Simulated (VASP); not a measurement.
# Sb: restarted molecular dynamics, 2 variants

Sb, I4/mmm (no. 139), 16 atoms in the cell. PBE, molecular dynamics; PAW potentials Sb (PBE set).

| Restart from | Temperature at the end (K) | The same without a restart (K) | Potential energy at the end (eV/atom) | The same without a restart (eV/atom) | Electronic steps in the first step after the restart | Time (s) |
|---|---|---|---|---|---|---|
| CONTCAR with velocities, WAVECAR read | 325.0 | 325.0 | -3.86446 | -3.86446 | 4 | 406 |
| CONTCAR with velocities, no WAVECAR | 325.0 | 325.0 | -3.86446 | -3.86446 | 13 | 517 |

Limits: 240 fs of 16 atoms are too short for converged averages.

## Input of the first row

INCAR.step1:
```
  GGA = PE
  PREC = Normal
  ENCUT = 200
  EDIFF = 1E-6
  NELMIN = 4
  NELM = 60
  ALGO = Fast
  LREAL = Auto
  LASPH = True
  ISMEAR = -1
  SIGMA = 0.05
  ISYM = 0
  LWAVE = True
  LCHARG = False
  IBRION = 0
  NSW = 30
  POTIM = 4.0
  TEBEG = 600
  ISIF = 2
  RANDOM_SEED = 236498 0 0
  MDALGO = 2
  SMASS = -3
  KPAR = 2
```

INCAR.step2, as INCAR.step1 but for:
```
- LWAVE = True
+ LWAVE = False
```

KPOINTS:
```
k-points
0
Monkhorst-Pack
  2 2 1
```

POSCAR.step1:
```
Sb
1.0
    6.3061607324      0.0000000000      0.0000000000
    0.0000000000      6.3061607324      0.0000000000
    0.0000000000      0.0000000000     10.8477537252
Sb
16
Direct
    0.0000000000      0.0000000000      0.0000000000
    0.0000000000      0.0000000000      0.5000000000
    0.0000000000      0.5000000000      0.0000000000
    0.0000000000      0.5000000000      0.5000000000
    0.5000000000      0.0000000000      0.0000000000
    0.5000000000      0.0000000000      0.5000000000
    0.5000000000      0.5000000000      0.0000000000
    0.5000000000      0.5000000000      0.5000000000
    0.2500000000      0.2500000000      0.2500000000
    0.2500000000      0.2500000000      0.7500000000
    0.2500000000      0.7500000000      0.2500000000
    0.2500000000      0.7500000000      0.7500000000
    0.7500000000      0.2500000000      0.2500000000
    0.7500000000      0.2500000000      0.7500000000
    0.7500000000      0.7500000000      0.2500000000
    0.7500000000      0.7500000000      0.7500000000
```

Commands (each step's output is kept before the next begins):
```
cat potpaw_PBE.64/Sb/POTCAR > POTCAR
cp INCAR.step1 INCAR
cp POSCAR.step1 POSCAR
mpirun -np 2 vasp_std > vasp.out
cp CONTCAR POSCAR
cp INCAR.step2 INCAR
mpirun -np 2 vasp_std > vasp.out
```

Changes of the last row against the first:
```
(step 1)
- LWAVE = True
+ LWAVE = False
```

VASP 6.6.1 took 406 s on 2 cores (Intel Xeon Platinum 8259CL @ 2.50GHz (Skylake/Cascade Lake)), a shared host.
